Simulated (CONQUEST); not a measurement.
# CdSe under changes of volume

One of the cells (23.738 Å³/atom); the others are scaled copies at fixed shape and fractional positions:

```xyz
4
Lattice="4.0644 0.0000 0.0000 0.0000 4.0644 0.0000 0.0000 0.0000 5.7479" Properties=species:S:1:pos:R:3 pbc="T T T"
Cd    0.0000    0.0000    0.0000
Cd    2.0322    2.0322    2.8740
Se    0.0000    0.0000    2.8740
Se    2.0322    2.0322    0.0000
```

Measurements of this composition are mostly on another form, of space group No. 186.

```yaml
Program: CONQUEST 1.3
Functional: PBE
Potentials_or_basis: PseudoDojo NC PBE, DZP, grid of 40 × 40 × 60 points
k_mesh: 7 × 7 × 5
Occupations: fermi-dirac, width 0.05 eV
Spin: no spin polarisation
```

```tsv
volume (Å³/atom)	energy over the lowest point (meV/atom)	pressure (GPa)
22.314	?	?
22.788	10.63	3.4
23.263	2.80	1.9
23.738	0.00	0.2
24.213	1.24	-1.0
24.687	4.87	-1.5
25.162	10.68	-2.6
```

Problem. What does the run at 22.314 Å³/atom give?

Solution. Energy over the lowest point 22.40 meV/atom; pressure 4.7 GPa.

Worked out: A Birch-Murnaghan fit of order 3 (a polynomial in V^(-2/3)) to the other rows has its minimum at 23.82 Å³/atom with B0 = V·E''(V) = 61 GPa (rough, since the energies scatter). It gives 24.98 meV/atom at 22.314 Å³/atom, against the run's 22.40, and -dE/dV = 6.1 GPa, against 4.7.

Energies are extrapolated to zero smearing.

Caveats: the basis of atomic orbitals isn't converged, which shifts pressures, moduli and gaps; the real-space grid breaks the cell's symmetry a little.
